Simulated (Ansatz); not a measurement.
TePt:

```
Te Pt
1.0
     0.00000    2.87303    2.87303
     2.87303    0.00000    2.87303
     2.87303    2.87303    0.00000
Te Pt
1 1
Direct
  0.75000 0.75000 0.75000
  0.00000 0.00000 0.00000
```

The cell was built by a generator and needn't be a form met in nature.

| Quantity | Value |
| --- | --- |
| Program | Ansatz 0.2.0 |
| Task | relaxation of cell and atoms |
| Functional | HSE06 |
| Potentials or basis | Ansatz PAW |
| Cutoff | 420 eV (not typed: the program's choice for these potentials) |
| k mesh | 4 × 4 × 4 |
| Occupations | fermi-dirac, width 0.05 eV |
| Spin | no spin polarisation |

At the start: volume 23.71 Å³/atom.

**Question.** Where does the relaxation end?

**Answer.** It ends after 6 steps and the volume is 26.42 Å³/atom (+11.4 %); space group F-43m (No. 216, to 0.05 Å).

The path:
| step | energy change (eV) | largest force (eV/Å) | volume (Å³) |
| --- | --- | --- | --- |
| 1 | 0.0000 | 0.0000 | 47.43 |
| 2 | -0.1931 | 0.0000 | 54.71 |
| 3 | -0.2115 | 0.0000 | 53.24 |
| 4 | -0.2125 | 0.0000 | 52.80 |
| 5 | -0.2125 | 0.0000 | 52.84 |
| 6 | -0.2139 | 0.0000 | 52.84 |

Final structure:
```
Te Pt
1.0
     0.00000    2.97829    2.97829
     2.97829    0.00000    2.97829
     2.97829    2.97829    0.00000
Te Pt
1 1
Direct
  0.75000 0.75000 0.75000
  0.00000 0.00000 0.00000
```

Caveat: the k mesh is coarse (spacing up to 0.47 Å⁻¹), so the values aren't converged, least of all with exact exchange; the plane-wave basis is chosen anew once the cell has moved, so the energies of steps on either side of that aren't comparable; the PAW data sets come from PBE, with cores solved anew for the run's functional, which leaves a small shift of forces and pressure.
